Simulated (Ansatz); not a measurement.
## PtSe2 (Sudovikovite) in Ansatz: the effect of functional

The system is PtSe2 (Sudovikovite).

```
Pt Se
1.0
     3.74866    0.00000    0.00000
    -1.87433    3.24644    0.00000
     0.00000    0.00000    5.09552
Pt Se
1 2
Direct
  0.00000 0.00000 0.00000
  0.66667 0.33333 0.75000
  0.33333 0.66667 0.25000
```

The cell isn't the ideal one: volume scaled by 1.02.

Alike in all runs:

| Quantity | Value |
| --- | --- |
| Program | Ansatz 0.2.0 |
| Task | single point |
| Potentials or basis | Ansatz PAW |
| k mesh | 8 × 8 × 5 |
| Occupations | fermi-dirac, width 0.05 eV |
| Spin | no spin polarisation |

```tsv
functional	cutoff	pressure (GPa)	largest force (eV/Å)
LDA	420 eV (not typed: the program's choice for these potentials)	-3.0	0.04
r2SCAN	500 eV (not typed: the program's choice for these potentials)	?	?
PBE	420 eV (not typed: the program's choice for these potentials)	4.5	0.35
```

What does the run with functional r2SCAN give?

Pressure 2.1 GPa; largest force 0.13 eV/Å.

Caveats: the PAW data sets come from PBE, with cores solved anew for the run's functional, which leaves a small shift of forces and pressure (some runs).
